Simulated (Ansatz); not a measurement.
Input deck for Ansatz 0.2.0, then the block of the output on the nuclei.

The cell is a structure deposited in the COD, relaxed with PBE at fixed cell and then changed (volume scaled by 0.95, ions relaxed).

```yaml
crystal:
  lattice:
    - [7.3374670811, 0.0, 0.0]
    - [0.0, 7.3374670811, 0.0]
    - [0.0, 0.0, 8.4738700749]
  atoms:
    - { symbol: Si, position: [0.4301096747, 0.4301096747, 0.0] }
    - { symbol: Si, position: [0.0698903253, 0.9301096747, 0.25] }
    - { symbol: Si, position: [0.5698903253, 0.5698903253, 0.5] }
    - { symbol: Si, position: [0.9301096747, 0.0698903253, 0.75] }
    - { symbol: Si, position: [0.3740961031, 0.152187799, 0.2344320562] }
    - { symbol: Si, position: [0.347812201, 0.8740961031, 0.4844320562] }
    - { symbol: Si, position: [0.6259038969, 0.847812201, 0.7344320562] }
    - { symbol: Si, position: [0.652187799, 0.1259038969, 0.9844320562] }
    - { symbol: Si, position: [0.8740961031, 0.347812201, 0.5155679438] }
    - { symbol: Si, position: [0.847812201, 0.6259038969, 0.2655679438] }
    - { symbol: Si, position: [0.1259038969, 0.652187799, 0.0155679438] }
    - { symbol: Si, position: [0.152187799, 0.3740961031, 0.7655679438] }
    - { symbol: O, position: [0.3704353298, 0.3588996299, 0.1746251381] }
    - { symbol: O, position: [0.1411003701, 0.8704353298, 0.4246251381] }
    - { symbol: O, position: [0.6295646702, 0.6411003701, 0.6746251381] }
    - { symbol: O, position: [0.8588996299, 0.1295646702, 0.9246251381] }
    - { symbol: O, position: [0.8704353298, 0.1411003701, 0.5753748619] }
    - { symbol: O, position: [0.6411003701, 0.6295646702, 0.3253748619] }
    - { symbol: O, position: [0.1295646702, 0.8588996299, 0.0753748619] }
    - { symbol: O, position: [0.3588996299, 0.3704353298, 0.8253748619] }
    - { symbol: O, position: [0.1511079951, 0.1301533217, 0.2263218185] }
    - { symbol: O, position: [0.3698466783, 0.6511079951, 0.4763218185] }
    - { symbol: O, position: [0.8488920049, 0.8698466783, 0.7263218185] }
    - { symbol: O, position: [0.6301533217, 0.3488920049, -0.0236781815] }
    - { symbol: O, position: [0.6511079951, 0.3698466783, 0.5236781815] }
    - { symbol: O, position: [0.8698466783, 0.8488920049, 0.2736781815] }
    - { symbol: O, position: [0.3488920049, 0.6301533217, 1.0236781815] }
    - { symbol: O, position: [0.1301533217, 0.1511079951, 0.7736781815] }
    - { symbol: O, position: [0.4246730537, 0.053828925, 0.3962916671] }
    - { symbol: O, position: [0.446171075, 0.9246730537, 0.6462916671] }
    - { symbol: O, position: [0.5753269463, 0.946171075, 0.8962916671] }
    - { symbol: O, position: [0.553828925, 0.0753269463, 0.1462916671] }
    - { symbol: O, position: [0.9246730537, 0.446171075, 0.3537083329] }
    - { symbol: O, position: [0.946171075, 0.5753269463, 0.1037083329] }
    - { symbol: O, position: [0.0753269463, 0.553828925, 0.8537083329] }
    - { symbol: O, position: [0.053828925, 0.4246730537, 0.6037083329] }
kpoints:
  mp_grid: { grid: [3, 3, 3] }
scf:
  occupations: { method: fermi_dirac, width: 0.02 }
hamiltonian:
  xc: pbe
  pseudopotentials: { kind: paw }
output:
  forces: true
  stress: true
  populations: true
  efg: { quadrupole_moments_barn: { O: -0.02558 }, contact_densities: true }
relax:
  f_tol: 0.02
  max_steps: 60
```

```sh
ansatz run input.yaml --threads 4 --pin off --max-ram 8192MiB --backend cpu --events-out ev --progress --plain --runs-dir out
```

The run relaxes the ions first, and the block belongs to the relaxed positions.

Of the output, the block on the nuclei alone is shown; the set-up, the SCF iterations, energies, forces and stress are cut. One atom of each set with nearly equal values is shown.

```
--- PAW observables at the nuclei: V_zz in 10²¹ V/m², potentials from the cell's mean, atoms counted from 1 ---
  atom   1  Si V_zz =    +6.516052   η = 0.6736   by run symmetry: allowed
            electrostatic potential = -1355.061985 V   contact ρ = 12802.878332 e/Å³
  atom   5  Si V_zz =    +8.227659   η = 0.3619   by run symmetry: allowed
            electrostatic potential = -1354.755451 V   contact ρ = 12802.271349 e/Å³
  atom  13  O  V_zz =    +8.755957   η = 0.7167   by run symmetry: allowed   C_q = -5.4157 MHz
            electrostatic potential = -619.447905 V   contact ρ = 2155.450876 e/Å³
  atom  21  O  V_zz =    +8.526984   η = 0.8572   by run symmetry: allowed   C_q = -5.2741 MHz
            electrostatic potential = -619.484443 V   contact ρ = 2155.958382 e/Å³
  atom  29  O  V_zz =    +9.720327   η = 0.5269   by run symmetry: allowed   C_q = -6.0122 MHz
            electrostatic potential = -619.620578 V   contact ρ = 2155.024082 e/Å³
```

The relaxation (6 steps) took 32 s of wall time (2 min of CPU time) and 1.7 GiB at its peak, on 4 threads of Intel Xeon 6975P-C (Granite Rapids) (x86_64; 40 cores open to the job, memory cap 8.0 GiB, no GPU), a shared host with a load of 0.5 a core.

At this changed cell the PBE pressure is 8 GPa.
